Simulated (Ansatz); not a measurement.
InP:

```
In P
1.0
     0.00000    2.93050    2.93050
     2.93050    0.00000    2.93050
     2.93050    2.93050    0.00000
In P
1 1
Cartesian
  0.0000 0.0000 0.0000
  4.3957 4.3957 4.3957
```

Program: Ansatz 0.2.0. Alike in all runs: level PBE; cell as given. Hardware: 1 thread of Intel(R) Xeon(R) Platinum 8259CL CPU @ 2.50GHz (Skylake/Cascade Lake) (shared host).

**Question.** Order these runs on this cell by their wall time, lowest first.
A. task single point; potentials or basis all-electron LAPW, scalar-relativistic; spin off; k mesh 8 × 8 × 8; cutoff (eV) 245; smearing gaussian 0.025 eV; basis error allowed 0.001 eV/atom; mesh quality not flagged
B. task single point; potentials or basis all-electron LAPW, scalar-relativistic; spin off; k mesh 4 × 4 × 4; cutoff (eV) 212; smearing fermi-dirac 0.02 eV; basis error allowed 0.003 eV/atom; mesh quality coarse
C. task band structure; potentials or basis all-electron LAPW, relativistic spinors; spin SOC, no magnetisation; k mesh 6 × 6 × 6; cutoff (eV) 245; smearing fermi-dirac 0.05 eV; basis error allowed 0.001 eV/atom; mesh quality not flagged

**Answer.** B (3.6 s), A (10 s), C (45 s).

Caveats: some runs use coarse meshes.
